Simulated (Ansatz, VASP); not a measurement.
## LiCl in VASP and in Ansatz

INCAR

```
SYSTEM = LiCl
  PREC = Accurate
  ENCUT = 520
  EDIFF = 1E-6
  ISMEAR = -1
  SIGMA = 0.02
  LREAL = .False.
  LASPH = .True.
  NELM = 80
  ALGO = Normal
  ISIF = 2
  LWAVE = .False.
  LCHARG = .False.
  GGA = PE
  NBANDS = 12
```

The input KPOINTS:

```
Automatic mesh
0
Gamma
  8 8 8
  0 0 0
```

File POSCAR:

```
LiCl
1.0
    3.3293495757      0.0582259997      0.0582259997
    0.0582259997      3.3293495757      0.0582259997
    0.0582259997      0.0582259997      3.3293495757
Li Cl
1 1
Direct
    0.0000000000      0.0000000000      0.0000000000
    0.5000000000      0.5000000000      0.5000000000
```

Input for Ansatz:

```yaml
crystal:
  lattice:
    - [3.3293495757, 0.0582259997, 0.0582259997]
    - [0.0582259997, 3.3293495757, 0.0582259997]
    - [0.0582259997, 0.0582259997, 3.3293495757]
  atoms:
    - { symbol: Li, position: [0.0, 0.0, 0.0] }
    - { symbol: Cl, position: [0.5, 0.5, 0.5] }
kpoints:
  mp_grid: { grid: [8, 8, 8] }
  band_path:
    path:
      - [0.0, 0.0, 0.0]
      - [0.0, 0.5, 0.0]
      - [0.5, 0.5, 0.0]
      - [0.5, 0.5, 0.5]
      - [0.0, 0.5, 0.5]
    npoints: 1
hamiltonian:
  xc: pbe
scf:
  occupations: { method: fermi_dirac, width: 0.02 }
  n_extra_bands: 4
output:
  forces: true
  stress: true
  eigenvalues: true
```

Change from the starting cell: shear_111 strain +5.3%.

Alike in both runs: task single point; functional PBE; k mesh 8 × 8 × 8; occupations fermi-dirac, width 0.02 eV; no spin polarisation.

|  | VASP | Ansatz |
| --- | --- | --- |
| version | VASP 6.6.1 | Ansatz 0.2.0 |
| potentials or method | VASP PAW PBE potentials, release 64 (Li_sv, Cl) | plane waves, PAW |
| plane-wave cutoff (eV) | 520 | 420 |
| valence electrons in the cell | 10 | 10 |

Ansatz gave:

| Item | Value |
| --- | --- |
| gap on the k mesh at the Fermi level (eV) | 4.25 |

What did VASP give for the same quantities?

gap on the k mesh at the Fermi level (eV): 4.26.

 A k mesh can miss the band edges.
